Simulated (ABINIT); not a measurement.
Write the native input for ABINIT 10.8.3 (patched build) that does the following.

```
Task                                            : single point
Functional                                      : PBE
Potentials or basis                             : JTH PAW PBE v2.0
Cutoff                                          : 517 eV
k mesh                                          : 10 × 10 × 5
Occupations                                     : fermi-dirac, width 0.05 eV
Spin                                            : no spin polarisation
Fine-grid cutoff                                : 1034.03 eV
Exchange and correlation inside the PAW spheres : full angular mesh (pawxcdev 0, this build's default; the released program takes 1)
```

The system is SiC (Moissanite).

```
Si C
1.0
     3.07600    0.00000    0.00000
    -1.53800    2.66389    0.00000
     0.00000    0.00000    5.04800
Si C
2 2
Cartesian
  1.5380 0.8880 2.5240
  0.0000 1.7759 0.0000
  1.5380 0.8880 4.4675
  0.0000 1.7759 1.9435
```

These files were run (other wordings do the same):

run.abi

```
# Pseudopotentials
pp_dirpath "./"
pseudos "Si.GGA_PBE-JTH.xml, C.GGA_PBE-JTH.xml"

# Structure
acell 3*1.0
rprim
     5.8127975593     0.0000000000     0.0000000000
    -2.9063987797     5.0340303534     0.0000000000
     0.0000000000     0.0000000000     9.5393374771
ntypat 2
znucl 14 6
natom 4
typat 1 1 2 2
xred
     0.6666666667     0.3333333333     0.5000000000
     0.3333333333     0.6666666667     0.0000000000
     0.6666666667     0.3333333333     0.8850000000
     0.3333333333     0.6666666667     0.3850000000

# Plane-wave basis
ecut 19.0
pawecutdg 38.0

# k points
kptopt 1
ngkpt 10 10 5
nshiftk 1
shiftk 0.0 0.0 0.0

# Exchange and correlation
ixc 11

# Bands and occupations
nband 12
occopt 3
tsmear 0.00183747

# SCF cycle
nstep 100
tolvrs 1.0e-9

# Output
iomode 3
prtwf 0
prtden 0
prteig 0
prtebands 0
enunit 1
```

Potentials or basis: JTH PAW PBE v2.0.

Launch:

```console
$ abinit run.abi > log 2>&1
```

Results of the run:

* Pressure: 3.1 GPa
* Largest force: 0.740 eV/Å
* Band gap on the k mesh: 2.49 eV, indirect (least direct gap 4.10 eV)
* Valence electrons inside the program's atomic spheres: Si 1.67; C 2.58

Caveat: an odd mesh through Γ misses points on the zone boundary, where band edges often lie.

Wall time 24 s on 1 thread of Arm Neoverse V1 (shared host), peak memory 0.1 GiB.
